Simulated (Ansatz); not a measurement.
Born–Oppenheimer molecular dynamics of a periodic cell of 14 atoms, H9ClO4 (packed as 4 H2O + 1 HCl, density as packed 0.96 g/cm³ with natural masses). It starts from a partly relaxed structure (largest force component 0.27 eV/Å).

These are results of DFT PBE, scalar-relativistic, plane waves, PAW (Ansatz), not measurements. Settings: accuracy low, cutoff 420 eV, k mesh 1x1x1, fermi-dirac smearing 0.05 eV, no spin polarisation.

```
ensemble        : NVT, Langevin thermostat
time step       : 0.5 fs
steps asked     : 300
set temperature : 500 K
friction        : 0.02 /fs
seed            : 153454
```

Frames 0.5 fs apart, positions in Å.

Velocities at 25.0 fs (Å/ps):

```
O 9.31 5.93 2.34
H -10.43 7.11 25.42
H 8.29 30.83 -8.83
O 0.93 -9.97 -1.91
H 20.87 1.34 14.62
H 15.89 10.87 -22.34
O 4.83 4.38 -4.70
H 1.18 13.72 -29.44
H 10.81 25.88 3.46
O -3.52 -4.54 1.28
H -1.03 -17.88 -8.65
H -22.25 -3.22 -8.30
Cl -0.32 1.96 4.58
H -5.56 6.65 26.31
```

```xyz
14
Lattice="5.7297 0.0000 0.0000 0.0000 5.7297 0.0000 0.0000 0.0000 5.7297" Properties=species:S:1:pos:R:3 time_fs=25.0 energy_less_start_eV=0.442 T=379
O 4.277 1.625 4.103
H 4.798 0.980 4.661
H 3.509 1.212 3.701
O 0.762 5.564 0.417
H 1.642 5.245 -0.013
H 1.108 6.104 1.187
O 1.835 2.349 2.442
H 1.130 2.691 1.895
H 2.708 2.581 1.932
O 2.357 4.229 4.538
H 3.070 3.614 4.808
H 1.859 3.674 3.840
Cl 4.721 3.413 0.979
H 5.477 4.552 0.692
14
Lattice="5.7297 0.0000 0.0000 0.0000 5.7297 0.0000 0.0000 0.0000 5.7297" Properties=species:S:1:pos:R:3 time_fs=25.5 energy_less_start_eV=0.465 T=363
O 4.281 1.628 4.105
H 4.791 0.986 4.672
H 3.514 1.226 3.697
O 0.763 5.559 0.417
H 1.651 5.245 -0.007
H 1.114 6.109 1.175
O 1.838 2.351 2.440
H 1.129 2.698 1.879
H 2.712 2.593 1.936
O 2.356 4.227 4.538
H 3.071 3.606 4.804
H 1.850 3.672 3.837
Cl 4.720 3.414 0.981
H 5.475 4.556 0.704
14
Lattice="5.7297 0.0000 0.0000 0.0000 5.7297 0.0000 0.0000 0.0000 5.7297" Properties=species:S:1:pos:R:3 time_fs=26.0 energy_less_start_eV=0.464 T=356
O 4.286 1.631 4.106
H 4.781 0.994 4.681
H 3.517 1.238 3.692
O 0.764 5.553 0.416
H 1.658 5.242 -0.002
H 1.117 6.112 1.163
O 1.841 2.352 2.438
H 1.126 2.704 1.862
H 2.712 2.604 1.943
O 2.354 4.225 4.537
H 3.072 3.600 4.800
H 1.843 3.673 3.836
Cl 4.720 3.416 0.983
H 5.475 4.561 0.718
14
Lattice="5.7297 0.0000 0.0000 0.0000 5.7297 0.0000 0.0000 0.0000 5.7297" Properties=species:S:1:pos:R:3 time_fs=26.5 energy_less_start_eV=0.451 T=348
O 4.291 1.633 4.108
H 4.769 1.004 4.689
H 3.518 1.250 3.691
O 0.765 5.549 0.416
H 1.661 5.237 0.001
H 1.116 6.116 1.148
O 1.845 2.354 2.436
H 1.124 2.709 1.845
H 2.709 2.614 1.950
O 2.352 4.223 4.536
H 3.073 3.596 4.796
H 1.839 3.674 3.837
Cl 4.719 3.417 0.985
H 5.477 4.566 0.731
14
Lattice="5.7297 0.0000 0.0000 0.0000 5.7297 0.0000 0.0000 0.0000 5.7297" Properties=species:S:1:pos:R:3 time_fs=27.0 energy_less_start_eV=0.429 T=358
O 4.295 1.636 4.110
H 4.755 1.013 4.697
H 3.520 1.260 3.691
O 0.767 5.544 0.417
H 1.661 5.232 0.005
H 1.114 6.119 1.132
O 1.849 2.355 2.433
H 1.122 2.711 1.829
H 2.702 2.623 1.958
O 2.351 4.221 4.535
H 3.072 3.594 4.790
H 1.839 3.677 3.841
Cl 4.718 3.418 0.987
H 5.479 4.569 0.743
14
Lattice="5.7297 0.0000 0.0000 0.0000 5.7297 0.0000 0.0000 0.0000 5.7297" Properties=species:S:1:pos:R:3 time_fs=27.5 energy_less_start_eV=0.405 T=372
O 4.300 1.639 4.112
H 4.740 1.021 4.706
H 3.521 1.267 3.689
O 0.768 5.540 0.417
H 1.656 5.226 0.009
H 1.112 6.122 1.116
O 1.853 2.356 2.431
H 1.120 2.712 1.814
H 2.691 2.631 1.968
O 2.349 4.219 4.532
H 3.070 3.594 4.784
H 1.843 3.682 3.847
Cl 4.717 3.419 0.989
H 5.482 4.572 0.756
14
Lattice="5.7297 0.0000 0.0000 0.0000 5.7297 0.0000 0.0000 0.0000 5.7297" Properties=species:S:1:pos:R:3 time_fs=28.0 energy_less_start_eV=0.394 T=361
O 4.305 1.642 4.113
H 4.725 1.028 4.714
H 3.522 1.272 3.687
O 0.770 5.535 0.418
H 1.649 5.218 0.011
H 1.108 6.127 1.100
O 1.856 2.357 2.428
H 1.120 2.710 1.802
H 2.680 2.639 1.980
O 2.348 4.216 4.530
H 3.068 3.593 4.777
H 1.848 3.689 3.853
Cl 4.716 3.420 0.990
H 5.486 4.577 0.769
14
Lattice="5.7297 0.0000 0.0000 0.0000 5.7297 0.0000 0.0000 0.0000 5.7297" Properties=species:S:1:pos:R:3 time_fs=28.5 energy_less_start_eV=0.392 T=376
O 4.310 1.645 4.114
H 4.712 1.035 4.723
H 3.522 1.277 3.684
O 0.772 5.531 0.419
H 1.639 5.210 0.012
H 1.103 6.134 1.085
O 1.859 2.357 2.425
H 1.125 2.706 1.794
H 2.670 2.648 1.993
O 2.346 4.214 4.528
H 3.066 3.591 4.771
H 1.854 3.695 3.857
Cl 4.715 3.421 0.991
H 5.490 4.584 0.784
14
Lattice="5.7297 0.0000 0.0000 0.0000 5.7297 0.0000 0.0000 0.0000 5.7297" Properties=species:S:1:pos:R:3 time_fs=29.0 energy_less_start_eV=0.393 T=366
O 4.314 1.648 4.115
H 4.700 1.039 4.732
H 3.521 1.283 3.682
O 0.775 5.527 0.420
H 1.625 5.201 0.012
H 1.098 6.145 1.072
O 1.861 2.357 2.423
H 1.133 2.701 1.789
H 2.663 2.660 2.006
O 2.345 4.211 4.526
H 3.063 3.590 4.763
H 1.861 3.700 3.861
Cl 4.714 3.422 0.993
H 5.495 4.590 0.799
14
Lattice="5.7297 0.0000 0.0000 0.0000 5.7297 0.0000 0.0000 0.0000 5.7297" Properties=species:S:1:pos:R:3 time_fs=29.5 energy_less_start_eV=0.388 T=342
O 4.319 1.651 4.115
H 4.689 1.041 4.740
H 3.520 1.288 3.681
O 0.778 5.523 0.420
H 1.611 5.191 0.011
H 1.093 6.157 1.064
O 1.863 2.357 2.421
H 1.142 2.695 1.787
H 2.659 2.673 2.017
O 2.343 4.208 4.524
H 3.061 3.590 4.756
H 1.865 3.703 3.865
Cl 4.712 3.424 0.994
H 5.501 4.594 0.814
14
Lattice="5.7297 0.0000 0.0000 0.0000 5.7297 0.0000 0.0000 0.0000 5.7297" Properties=species:S:1:pos:R:3 time_fs=30.0 energy_less_start_eV=0.375 T=352
O 4.322 1.654 4.115
H 4.678 1.043 4.748
H 3.519 1.294 3.683
O 0.781 5.519 0.421
H 1.596 5.179 0.007
H 1.088 6.170 1.058
O 1.864 2.358 2.419
H 1.154 2.689 1.787
H 2.659 2.687 2.026
O 2.342 4.205 4.522
H 3.058 3.590 4.748
H 1.869 3.703 3.868
Cl 4.710 3.425 0.996
H 5.509 4.596 0.827
14
Lattice="5.7297 0.0000 0.0000 0.0000 5.7297 0.0000 0.0000 0.0000 5.7297" Properties=species:S:1:pos:R:3 time_fs=30.5 energy_less_start_eV=0.359 T=343
O 4.326 1.658 4.115
H 4.666 1.044 4.755
H 3.518 1.298 3.684
O 0.784 5.515 0.422
H 1.582 5.165 0.002
H 1.081 6.185 1.053
O 1.864 2.357 2.417
H 1.166 2.684 1.789
H 2.662 2.703 2.033
O 2.340 4.203 4.520
H 3.055 3.590 4.743
H 1.873 3.702 3.870
Cl 4.708 3.427 0.998
H 5.516 4.597 0.839
```

Of the whole run (150 fs, mean temperature of the second half 482 K): A run of 0.15 ps of so small a system gives no equilibrium averages. Limits of this set-up: coarse k mesh, low accuracy level.

Run time: 2.7 min on 1 thread of Intel(R) Xeon(R) Platinum 8488C (Sapphire Rapids) (shared host), peak memory 0.41 GiB.
